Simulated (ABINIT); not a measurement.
CaO:

```xyz
2
Lattice="0.0000 2.4036 2.4036 2.4036 0.0000 2.4036 2.4036 2.4036 0.0000" Properties=species:S:1:pos:R:3 pbc="T T T"
Ca    0.0000    0.0000    0.0000
O     2.4036    2.4036    2.4036
```

The cell is a database's computed one.

Base run:

| Property | Result |
| --- | --- |
| Program | ABINIT 10.8.3 (patched build) |
| Functional | PBE |
| Potentials or basis | JTH PAW PBE v2.0 |
| Cutoff | 626 eV |
| k mesh | 6 × 6 × 6 |
| Occupations | fermi-dirac, width 0.05 eV |
| Spin | no spin polarisation |

Its results: band gap on the k mesh 3.65 eV, indirect (least direct gap 4.02 eV); pressure 1.5 GPa.

Question: The run is repeated on the same cell with these changes: functional from PBE to r2SCAN; cutoff from 626 eV to 762 eV; fine-grid cutoff from 1224.51 eV to 1360.57 eV. What comes out?

Answer: Band gap on the k mesh 4.20 eV, indirect (least direct gap 4.58 eV); pressure -1.3 GPa.

Caveats: the PAW data sets were made with another functional, which shifts forces and pressure a little (some runs).

A k mesh can miss the band edges.
